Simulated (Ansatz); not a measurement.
## TiCo₃: computed properties

These are results of DFT r2SCAN, scalar-relativistic, plane waves, PAW in Ansatz, not measurements.

Plane waves to 500 eV, a k mesh through Γ of 12×12×12 on the computed 4-atom cell and Gaussian smearing (0.10 eV); collinear spin from starting moments -0.7 1.46 1.46 1.46 μB.

The structure is relaxed at this level of theory with its symmetry kept. Whether it is the stable form of this composition wasn't checked.

Symmetry: Pm-3m, No. 221, cubic system. The conventional cell has a = 3.587 Å, b = 3.587 Å, c = 3.587 Å, α = 90.00°, β = 90.00°, γ = 90.00°. Ti (site symmetry m-3m) is surrounded by 12 Co at 2.54 Å. Co (site symmetry 4/mmm) is surrounded by 4 Ti at 2.54 Å and 8 Co at 2.54 Å.

* Volume per atom: 11.54 Å³
* Formation energy from the elements' standard states (uncorrected): -0.187 eV/atom
* Generalised Kohn–Sham band gap: none (metal)
* Density of states at the Fermi level: 3.35 states/eV per cell
* Löwdin character within 0.5 eV of the Fermi level: Co 3d 85 %, Ti 3d 8 %
* Bulk modulus: 200 GPa
* Its pressure derivative: 5.0
* Bader charges (e): Ti (1 in the cell) 1.38, Co (3 in the cell) -0.46
* Total moment: 2.84 μB per cell
* Site moments (μB; atoms counted from 1 over the whole cell): Ti (atom 1) -0.64, Co (atom 2) 1.33, Co (atom 3) 1.33, Co (atom 4) 1.33

The state reached may not be the lowest one.

Only this magnetic start was tried.